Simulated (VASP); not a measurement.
CaSe:

```
Ca Se
1.0
     0.00000    2.96014    2.96014
     2.96014    0.00000    2.96014
     2.96014    2.96014    0.00000
Ca Se
1 1
Direct
  0.00000 0.00000 0.00000
  0.50000 0.50000 0.50000
```

The cell was built by a generator and needn't be a form met in nature.

Base run:

| Item | Value |
| --- | --- |
| Program | VASP 6.6.1 |
| Functional | PBE |
| Potentials or basis | VASP PAW PBE potentials, release 64 (Ca_sv, Se) |
| Cutoff | 520 eV |
| k mesh | 8 × 8 × 8 |
| Occupations | gaussian, width 0.02 eV |
| Spin | no spin polarisation |

Its results: band gap on the k mesh 2.03 eV, indirect (least direct gap 2.96 eV); pressure 1.1 GPa.

**Question.** The run is repeated on the same cell with these changes: functional from PBE to HSE06; k mesh from 8 × 8 × 8 to 6 × 6 × 6. What comes out?

**Answer.** Band gap on the k mesh 3.01 eV, indirect (least direct gap 4.05 eV); pressure 0.6 GPa.

Several settings changed at once, so the effect can't be laid on one alone.

Caveats: the PAW data sets were made with another functional, which shifts forces and pressure a little (some runs).
